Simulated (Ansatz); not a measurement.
# TiC (Fm-3m) in Ansatz: notebook

Aim: see how the results for TiC move with the level of theory and the settings. Levels: PBEsol, LDA. Tasks: phonons, elastic constants, density of states, band structure.

Everything below comes from runs of Ansatz 0.2.0. Logs are shortened: lines on timing, memory, paths and dates and some standing lists are left out, and cuts for length are marked.

### Step 1. The structure

The structure is cubic, space group Fm-3m (No. 225). The conventional cell has a = 4.331 Å, b = 4.331 Å, c = 4.331 Å, α = 90.00°, β = 90.00°, γ = 90.00°. Ti (site symmetry m-3m) has 6 C at 2.17 Å as nearest neighbours. C (site symmetry m-3m) has 6 Ti at 2.17 Å as nearest neighbours.

The cell is a database's computed one.

### Step 2. Phonons, PBEsol

File input.yaml:

```yaml
crystal:
  lattice:
    - [0.0, 2.1657188437, 2.1657188437]
    - [2.1657188437, 0.0, 2.1657188437]
    - [2.1657188437, 2.1657188437, 0.0]
  atoms:
    - { symbol: Ti, position: [0.0, 0.0, 0.0] }
    - { symbol: C, position: [0.5, 0.5, 0.5] }
hamiltonian:
  xc: pbesol
  pseudopotentials: { kind: paw }
kpoints:
  mp_grid: { grid: [10, 10, 10] }
scf:
  occupations: { method: fermi_dirac, width: 0.05 }
phonons:
  method: dfpt
  qmesh: [2, 2, 2]
  temperatures: { t_max: 1000, t_step: 100 }
  qpath:
    path:
      - [[0.0, 0.0, 0.0], [0.5, 0.0, 0.5], [0.5, 0.25, 0.75], [0.375, 0.375, 0.75], [0.0, 0.0, 0.0], [0.5, 0.5, 0.5], [0.625, 0.25, 0.625], [0.5, 0.25, 0.75], [0.5, 0.5, 0.5], [0.375, 0.375, 0.75]]
      - [[0.625, 0.25, 0.625], [0.5, 0.0, 0.5]]
    npoints: 8
```

Potentials or basis: Ansatz PAW.

Started as:

```
$ ansatz run input.yaml --threads 2 --pin off --max-ram 5632MiB --backend cpu --events-out ev --progress --plain --runs-dir out
```

Log:

```text
Warning: RAYON_NUM_THREADS=2 ignored (pool sized by the plan → 2); use --threads N
Engine: ansatz 0.2.0, aarch64-unknown-linux-gnu
Pseudopotentials: kind: paw
Pseudopotential: Ti, paw, valence charge 12, recommended cutoff 420 eV (normal), Ti.paw.azcp
Pseudopotential: C, paw, valence charge 4, recommended cutoff 420 eV (normal), C.paw.azcp
Functional definition: PBEsol
  exchange = pbesol_x
  correlation = pbesol_c
Crystal: 2 atoms, lattice volume = 20.316 Å³
Basis set: ecut = 420 eV, 411 PW (Γ), exchange–correlation on 48×48×48 points (8 copies of the dense FFT grid, shifted against one another)
Bands: 12, of which v1, the nominal top of the filled ones, is band 8 counted from 1 (7 counted from 0)
Symmetry: 48 space group operations
k-points: 47 of 1000
Non-local potential: Ti, projectors of the file, l = 0: 3, l = 1: 2, l = 2: 3, l = 3: 1
Non-local potential: C, projectors of the file, l = 0: 2, l = 1: 2, l = 2: 1
PAW form: soft (Blöchl's): semilocal exchange-correlation on the pseudo side does not see the compensation charge
PAW frozen core: Ti, regenerated for the run's functional, and the local potential with it (the file was generated under x = pbe(κ = 0.804, μ = 0.2195149727645171), c = pbe(β = 0.06672455060314922))
PAW frozen core: C, regenerated for the run's functional, and the local potential with it (the file was generated under x = pbe(κ = 0.804, μ = 0.2195149727645171), c = pbe(β = 0.06672455060314922))
PAW one-centre angular grid: Ti, 590 points (default); XC on 64 Gauss nodes
PAW one-centre angular grid: C, 110 points (default); XC on 64 Gauss nodes
Initial density: superposition of atomic densities (neutral atoms: chi_scale 0, normalization atom), corrected by the library's trained network
Initial wavefunctions: pseudopotential atomic-orbital guess
Functional: x = pbesol(κ = 0.804, μ = 0.12345679012345678), c = pbesol(β = 0.046)
SCF iter   1: F=—  HF=-2722.414038 eV  |F-HF|=—  |Δ(HF+E_count)|=         —  Δρ=1.02e-2  dr2=2.36e-2  ethr=1.77e-3  ⟨swp⟩=4.3  Hψ=2786  notcnv=0
preconditioner: auto → none  [metal: Δε(μ)=0.082 eV  Ē_g=7.851 eV  σ=0.050 eV  W_gap=0.36  n_scr=8 (ndim 8)  ℏωp=23.3 eV  f_vac=0.000  D(μ)=0.35/eV (n_scr^D=0)  sad-step TF]
SCF iter   2: F=—  HF=-2722.410438 eV  |F-HF|=—  |Δ(HF+E_count)|=   3.60e-3  Δρ=6.71e-3  dr2=1.14e-2  ethr=1.47e-4  ⟨swp⟩=2.0  Hψ=1121  notcnv=0
SCF iter   3: F=—  HF=-2722.408168 eV  |F-HF|=—  |Δ(HF+E_count)|=   2.27e-3  Δρ=5.85e-4  dr2=4.35e-5  ethr=7.14e-5  ⟨swp⟩=2.0  Hψ=842  notcnv=0
SCF iter   4: F=—  HF=-2722.408156 eV  |F-HF|=—  |Δ(HF+E_count)|=   1.19e-5  Δρ=1.09e-4  dr2=9.84e-7  ethr=2.72e-7  ⟨swp⟩=3.0  Hψ=943  notcnv=0
SCF iter   5: F=—  HF=-2722.408161 eV  |F-HF|=—  |Δ(HF+E_count)|=   4.43e-6  Δρ=4.08e-6  dr2=3.08e-9  ethr=6.15e-9  ⟨swp⟩=2.4  Hψ=720  notcnv=0
SCF iter   6: F=—  HF=-2722.408161 eV  |F-HF|=—  |Δ(HF+E_count)|=  2.12e-10  Δρ=5.07e-7  dr2=2.60e-11  ethr=1.92e-11  ⟨swp⟩=2.0  Hψ=774  notcnv=0
SCF iter   7: F=-2722.408161 eV  HF=-2722.408161 eV  |F-HF|=4.55e-13  |Δ(HF+E_count)|=  1.36e-12  Δρ=4.41e-8  dr2=1.65e-13  ethr=1.00e-12  ⟨swp⟩=4.8  Hψ=1984  notcnv=0
the search or the solves at the SCF's close seem to have found levels that the self-consistency loop had missed (the run counts 1). By its estimate they hold under 1e-12 electrons; where the run keeps them, the occupations were computed again with them
SCF 1 converged in 7 iterations: F = -2722.408161 eV  dr2 = 1.65e-13
Initial density: read from a saved state, or passed on in memory by an earlier SCF of this step, an earlier step, the calling program or the single point that the run made first
iter 1 solved again at ethr=8.59e-10 eV; its pass at ethr=3.10e-3 eV (dr2=1.37e-7 eV) is discarded
SCF iter   1: F=—  HF=-2722.408161 eV  |F-HF|=—  |Δ(HF+E_count)|=         —  Δρ=5.11e-8  dr2=2.57e-13  ethr=8.59e-10  ⟨swp⟩=3.0  Hψ=4404  notcnv=0
eigensolver tolerance schedule: the retry pair's looser diagonalisation over-reported the residual by 535371.70 of it (diagonalisation noise at 0.17 of the residual, at the tolerance the schedule requests for it); recorded, not acted on — ethr = c·dr2/N_el stays at c = 1.0e-1
preconditioner: auto → none  [metal: Δε(μ)=0.093 eV  Ē_g=7.883 eV  σ=0.050 eV  W_gap=0.38  n_scr=8 (ndim 8)  ℏωp=23.3 eV  f_vac=0.000  D(μ)=0.31/eV (n_scr^D=0)]
iter 2 did not close the SCF: its close was put off for the readings that it lacked (scf_convergence_deferred on its scf_iter line)
SCF iter   2: F=-2722.408161 eV  HF=-2722.408161 eV  |F-HF|=4.55e-13  |Δ(HF+E_count)|=  4.75e-10  Δρ=2.08e-8  dr2=3.77e-14  ethr=1.00e-12  ⟨swp⟩=2.3  Hψ=862  notcnv=0
iter 3 did not close the SCF: its close was put off for the readings that it lacked (scf_convergence_deferred on its scf_iter line)
SCF iter   3: F=-2722.408161 eV  HF=-2722.408161 eV  |F-HF|=4.55e-13  |Δ(HF+E_count)|=  9.09e-13  Δρ=6.88e-9  dr2=5.46e-15  ethr=1.00e-12  ⟨swp⟩=1.0  Hψ=564  notcnv=0
iter 4 did not close the SCF: its close was put off for the readings that it lacked (scf_convergence_deferred on its scf_iter line)
SCF iter   4: F=-2722.408161 eV  HF=-2722.408161 eV  |F-HF|=0.00e0  |Δ(HF+E_count)|=  4.55e-13  Δρ=2.79e-9  dr2=8.45e-16  ethr=1.00e-12  ⟨swp⟩=1.0  Hψ=564  notcnv=0
iter 5 did not close the SCF: its close was put off for the readings that it lacked (scf_convergence_deferred on its scf_iter line)
SCF iter   5: F=-2722.408161 eV  HF=-2722.408161 eV  |F-HF|=4.55e-13  |Δ(HF+E_count)|=  4.55e-13  Δρ=5.12e-10  dr2=3.89e-17  ethr=1.00e-12  ⟨swp⟩=1.0  Hψ=564  notcnv=0
SCF iter   6: F=-2722.408161 eV  HF=-2722.408161 eV  |F-HF|=9.09e-13  |Δ(HF+E_count)|=  4.55e-13  Δρ=2.02e-10  dr2=5.08e-18  ethr=1.00e-12  ⟨swp⟩=1.0  Hψ=1316  notcnv=0
SCF 2 converged in 6 iterations: F = -2722.408161 eV  dr2 = 5.08e-18
phonons: the bands overlap, so this run is a metal and interpolates without the dipole-dipole term. If the crystal is really an insulator or semiconductor, its LO-TO splitting is missing
NSCF: frozen V_eff on 47 k-points
NSCF: frozen V_eff on 102 k-points
DFPT response loops at q = (0, 0, 0) (fractional): preconditioner auto → Kerker (q_TF=auto, 2.622 Å⁻¹) (partly filled bands, converged f_vac=0.000); β = 1.00, the filter's whole step (`scf.mixing.beta` (0.50) is not read by the response loops under this deck's `scf.mixing.preconditioner`; to damp them name `kerker` or `kerker_dos`, under which they read `scf.mixing.beta`, and type it under 1.00, their step now; both keys bind the ground state too); Broyden in place of MSR1
NSCF: frozen V_eff on 564 k-points
DFPT response loops at q = (0, 0, -0.5) (fractional): mixed as the last ones told, above
NSCF: frozen V_eff on 342 k-points
DFPT response loops at q = (0, -0.5, -0.5) (fractional): mixed as the last ones told, above
SCF converged after 7 iterations
Free energy (F): -2722.408161 eV
Harris-Foulkes:  -2722.408161 eV  (|F-HF|=4.55e-13)
Internal energy: -2722.405582 eV  (E = F + TS)
E sigma→0 (E₀):  -2722.406872 eV
Entropy (-TS):   -0.002578 eV (-1.289 meV/atom)
Fermi energy:    14.627858 eV
--- Per-component energies (eV) ---
  E_band       = -111.277150
  E_kinetic    = 361.539721
  E_local      = -775.435544  (includes V_loc(G=0)·N_el)
  E_nonlocal   = 33.208967
  E_hartree    = 313.778095
  E_xc         = -146.220105
  E_vxc        = -183.283653  (∫ρ·V_xc dr)
  E_paw        = -1116.173413  (= ΣΔE_a)
  E_vpaw       = -174.862979  (= ΣTr[D̂ρ^β])
  E_aug_tail   = 0.000143  (compensation charges beyond the density's cutoff)
  E_ewald      = -1393.263931
  E_core_change = 0.160485  (= ΣΔE_core)
  E_smearing   = -0.002578  (= −TS)
  E_closure    = 0.000000  (closes the sum)
  Σ components = -2722.408161   (vs F -2722.408161, Δ=0.00e0)
--- Band table (eV; the first three rows and the last of 47) ---
  k-point 0: bands = ["-41.7112", "-17.8484", "-17.8484", "-17.8484", "2.2063", "15.2494", "15.2494", "15.2494", "16.2829", "16.2829", "16.2829", "16.3191"]
  k-point 1: bands = ["-41.7041", "-17.8990", "-17.8531", "-17.8531", "2.4336", "14.3148", "14.6236", "14.6236", "15.6078", "15.6078", "16.7150", "17.9507"]
  k-point 2: bands = ["-41.6853", "-18.0294", "-17.8655", "-17.8655", "3.0793", "12.6954", "13.4007", "13.4007", "16.0336", "16.0336", "17.1796", "19.6584"]
  k-point 46: bands = ["-41.6109", "-18.2019", "-18.1169", "-18.0281", "5.0568", "11.2747", "11.6365", "12.0727", "16.8211", "17.7721", "18.1219", "19.4213"]
--- Phonons (Γ-DFPT): 2 representative perturbations + reference (Σ response iterations 6) ---
  ASR residual: 3.138e-5 → 0.000e0 eV/Å²; symmetrization residual: 5.704e-8 eV/Å²
  ASR residual per site (eV/Å²): 3.14e-5 1.39e-5
  Γ frequencies (cm⁻¹): 0.00 0.00 0.00 517.66 517.66 517.66
--- Phonons (arbitrary-q DFPT): 3 irreducible q on the 2×2×2 mesh ---
  q = [0.0000, 0.0000, 0.0000] (star 1, of the zone-centre solve; hermiticity 1.21e-8, symmetrization 2.26e-13): -0.00 -0.00 -0.00 517.66 517.66 517.66
  q = [0.0000, 0.0000, -0.5000] (star 4, 2 solved perturbations on 282 of 1000 k-point pairs; hermiticity 2.37e-14, symmetrization 3.31e-13): 254.75 254.75 444.67 562.75 562.75 710.89
  q = [0.0000, -0.5000, -0.5000] (star 3, 4 solved perturbations in 546 linear systems a pass and spin channel, the states on 171 of 1000 k-point pairs; hermiticity 8.40e-8, symmetrization 6.96e-14): 286.25 286.25 351.59 508.52 508.52 569.74
  sum rule: each row above includes the acoustic sum rule's correction from the zone centre's row sums; it moved no ω² by more than (0.56 cm⁻¹)²
  mesh force constants: q→R imaginary residual 3.95e-18; ASR residual 3.138e-5 → 0.000e0 eV/Å²; symmetrization residual 1.066e-14 eV/Å²
  interpolated dispersion: 82 rows × 6 modes
  density of states and harmonic sums: on the 24×24×24 q-mesh, interpolated from the force constants of a 2×2×2 supercell (no non-analytic term)
  largest difference from the sums on the solved wave vectors: F 4.13e-2 eV, S 7.36e-5 and C_V 3.23e-5 eV/K
  zero-point energy: 0.161099 eV/cell   skipped modes (ω ≤ 0): 3   left out of the sums: 3.62e-5 of the cell's modes: C_V's classical limit lies that fraction below 3 k_B per atom; for a crystal, a wire or a layer, F and S can be off by more, and a phonons.interpolated_qmesh denser along its periods is the remedy for the sampling
```

It took 32 s on 2 threads of Arm Neoverse N1, shared host; peak memory 0.52 GiB.

What came out:

| Quantity | Value |
| --- | --- |
| Free energy | -2722.4082 eV |
| Band gap on the k mesh | none (metal or under the smearing width) |
| Highest phonon frequency | 711 cm⁻¹ |

Phonon frequencies in cm⁻¹ (negative: imaginary):
```tsv
q point	frequencies
(0.000, 0.000, 0.000)	0 0 0 518 518 518
(0.000, 0.000, -0.500)	255 255 445 563 563 711
(0.000, -0.500, -0.500)	286 286 352 509 509 570
```

Caveat: the q mesh is small, so phonon branches between its points and thermal values are rough; the PAW data sets come from PBE, with cores solved anew for the run's functional, which leaves a small shift of forces and pressure.

### Step 3. Elastic constants, PBEsol

File input.yaml:

```yaml
crystal:
  lattice:
    - [0.0, 2.1657188437, 2.1657188437]
    - [2.1657188437, 0.0, 2.1657188437]
    - [2.1657188437, 2.1657188437, 0.0]
  atoms:
    - { symbol: Ti, position: [0.0, 0.0, 0.0] }
    - { symbol: C, position: [0.5, 0.5, 0.5] }
hamiltonian:
  xc: pbesol
  pseudopotentials: { kind: paw }
kpoints:
  mp_grid: { grid: [10, 10, 10] }
scf:
  occupations: { method: fermi_dirac, width: 0.05 }
output:
  forces: true
  stress: true
elastic:
  mode: clamped_ion
  stencil: two_point
```

Potentials or basis: Ansatz PAW.

Started as:

```
$ ansatz run input.yaml --threads 2 --pin off --max-ram 5632MiB --backend cpu --events-out ev --progress --plain --runs-dir out
```

Log:

```text
Warning: RAYON_NUM_THREADS=2 ignored (pool sized by the plan → 2); use --threads N
[... 7 set-up lines as earlier in the session ...]
Crystal: 2 atoms, lattice volume = 20.316 Å³
Basis set: ecut = 420 eV, 411 PW (Γ), exchange–correlation on 48×48×48 points (8 copies of the dense FFT grid, shifted against one another)
Bands: 12, of which v1, the nominal top of the filled ones, is band 8 counted from 1 (7 counted from 0)
[... 1 set-up line as earlier in the session ...]
Space group: Fm-3m (ITA 225), of the structure as read, at distance tolerance 2.7e-5 Å
k-points: 47 of 1000
[... 10 set-up lines as earlier in the session ...]
SCF iter   1: F=—  HF=-2722.414037 eV  |F-HF|=—  |Δ(HF+E_count)|=         —  Δρ=1.02e-2  dr2=2.36e-2  ethr=1.77e-3  ⟨swp⟩=4.3  Hψ=2786  notcnv=0
preconditioner: auto → none  [metal: Δε(μ)=0.082 eV  Ē_g=7.851 eV  σ=0.050 eV  W_gap=0.36  n_scr=8 (ndim 8)  ℏωp=23.3 eV  f_vac=0.000  D(μ)=0.35/eV (n_scr^D=0)  sad-step TF]
SCF iter   2: F=—  HF=-2722.410438 eV  |F-HF|=—  |Δ(HF+E_count)|=   3.60e-3  Δρ=6.71e-3  dr2=1.14e-2  ethr=1.47e-4  ⟨swp⟩=2.0  Hψ=1121  notcnv=0
SCF iter   3: F=—  HF=-2722.408170 eV  |F-HF|=—  |Δ(HF+E_count)|=   2.27e-3  Δρ=5.85e-4  dr2=4.35e-5  ethr=7.14e-5  ⟨swp⟩=2.0  Hψ=842  notcnv=0
SCF iter   4: F=—  HF=-2722.408160 eV  |F-HF|=—  |Δ(HF+E_count)|=   1.00e-5  Δρ=1.09e-4  dr2=9.84e-7  ethr=2.72e-7  ⟨swp⟩=3.0  Hψ=943  notcnv=0
SCF iter   5: F=—  HF=-2722.408161 eV  |F-HF|=—  |Δ(HF+E_count)|=   1.16e-6  Δρ=4.08e-6  dr2=3.09e-9  ethr=6.15e-9  ⟨swp⟩=2.4  Hψ=716  notcnv=0
[... 60 lines left out ...]
  E_vxc        = -183.283652  (∫ρ·V_xc dr)
  E_paw        = -1116.173413  (= ΣΔE_a)
  E_vpaw       = -174.862982  (= ΣTr[D̂ρ^β])
  E_aug_tail   = 0.000143  (compensation charges beyond the density's cutoff)
  E_ewald      = -1393.263931
  E_core_change = 0.160485  (= ΣΔE_core)
  E_smearing   = -0.002578  (= −TS)
  E_closure    = 0.000000  (closes the sum)
  Σ components = -2722.408161   (vs F -2722.408161, Δ=0.00e0)
--- Forces (eV/Å), atoms counted from 1 ---
  atom   1  Ti    -0.00000000     0.00000000    -0.00000000
  atom   2  C      0.00000000    -0.00000000     0.00000000
  max |Σ_I F_I| component: 6.25e-30 eV/Å
--- Stress (GPa, compression-positive) ---
       -6.699388      -0.000000       0.000000
       -0.000000      -6.699388       0.000000
        0.000000      -0.000000      -6.699388
  P = ⅓ Tr σ = -6.6994 GPa (-66.994 kbar)
--- Band table (eV; the first three rows and the last of 47) ---
  k-point 0: bands = ["-41.7112", "-17.8484", "-17.8484", "-17.8484", "2.2063", "15.2494", "15.2494", "15.2494", "16.2829", "16.2829", "16.2829", "16.3191"]
  k-point 1: bands = ["-41.7041", "-17.8990", "-17.8531", "-17.8531", "2.4336", "14.3148", "14.6236", "14.6236", "15.6078", "15.6078", "16.7150", "17.9507"]
  k-point 2: bands = ["-41.6853", "-18.0294", "-17.8655", "-17.8655", "3.0793", "12.6954", "13.4007", "13.4007", "16.0336", "16.0336", "17.1796", "19.6584"]
  k-point 46: bands = ["-41.6109", "-18.2019", "-18.1169", "-18.0281", "5.0568", "11.2747", "11.6365", "12.0727", "16.8211", "17.7721", "18.1219", "19.4213"]
--- Elastic constants: 2 strain directions × 2 members + reference (group order 48) ---
  dense FFT box of the reference and of every strained cell: 24×24×24
  strains applied: 11, 23; error gains: componentwise 1.00 (the most a stress slope's error grows in a printed constant), spectral 1.73 (1 for all six strains in a standard setting)
  C = ∂σ_k/∂η_j (tension-positive GPa; Voigt order 11 22 33 23 13 12):
       496.833    111.836    111.836     -0.000      0.000     -0.000
       111.836    496.833    111.836     -0.000     -0.000      0.000
       111.836    111.836    496.833      0.000     -0.000     -0.000
         0.000      0.000      0.000    170.966      0.000      0.000
        -0.000     -0.000      0.000     -0.000    170.966      0.000
         0.000     -0.000     -0.000      0.000     -0.000    170.966
  reference stress σ⁰ (GPa):      6.699      6.699      6.699      0.000     -0.000      0.000
  C* (energy form; C + prestress term) asymmetry max|C*_kj − C*_jk| = 5.684e-14 GPa — a small one proves nothing (zero by symmetry where the batch's group is 432, −43m or m−3m); a large one is finite-difference/SCF noise where every solve meets its electron count
  moduli (Voigt/Reuss/Hill, GPa): K = 240.17/240.17/240.17   G = 179.58/178.97/179.28   E = 430.67   ν = 0.201
  mechanically stable: yes (min eigenvalue of sym C = 170.97 GPa)
  strain η (Voigt 11):  stress-route row diagonal C_11 = 496.83 GPa, energy-path curvature d²(F+E_count+ΔE)/dδ²/Ω₀ = 496.91 GPa
         δ    σ_11 (GPa)             F (eV)   n_scf  n_hpsi   n_pw
    -2.000e-3       5.6950       -2722.4097403       7   21278    411
     2.000e-3       7.6824       -2722.4063397       4   17221    411
  strain η (Voigt 23):  stress-route row diagonal C_44 = 170.97 GPa, energy-path curvature d²(F+E_count+ΔE)/dδ²/Ω₀ = 167.65 GPa
         δ    σ_23 (GPa)             F (eV)   n_scf  n_hpsi   n_pw
    -2.000e-3      -0.3419       -2722.4081260       5   31224    411
     2.000e-3       0.3419       -2722.4081260       4   25624    411
```

It took 8.1 s on 2 threads of Arm Neoverse N1, shared host; peak memory 0.34 GiB.

What came out:

- Free energy: -2722.4082 eV
- Pressure: -6.7 GPa
- Band gap on the k mesh: none (metal or under the smearing width)
- Clamped-ion elastic constants C11, C12, C44: 497, 112, 171 GPa
- Voigt bulk modulus: 240 GPa

Levels at points of the mesh, in eV from the Fermi level:
```
             k point  band 6  band 7  band 8  band 9  band 10  band 11
  (0.00, 0.00, 0.00)    0.62    0.62    0.62    1.66     1.66     1.66
 (0.00, 0.00, -0.50)   -5.92   -2.95   -2.95    2.88     2.88     4.07
(0.00, -0.50, -0.50)   -3.49   -1.72   -0.07   -0.07     2.70     3.49
```

Elastic tensor in Voigt notation (GPa, ions clamped, in the Cartesian axes of the cell as first typed):
```
497 112 112   0   0   0
112 497 112   0   0   0
112 112 497   0   0   0
  0   0   0 171   0   0
  0   0   0   0 171   0
  0   0   0   0   0 171
```

Caveat: the cell is more than 3 GPa from zero pressure, which shifts response properties; elastic constants of metals need much finer meshes, so these are rough; the PAW data sets come from PBE, with cores solved anew for the run's functional, which leaves a small shift of forces and pressure.

(Part 1 of 2 ends here.)
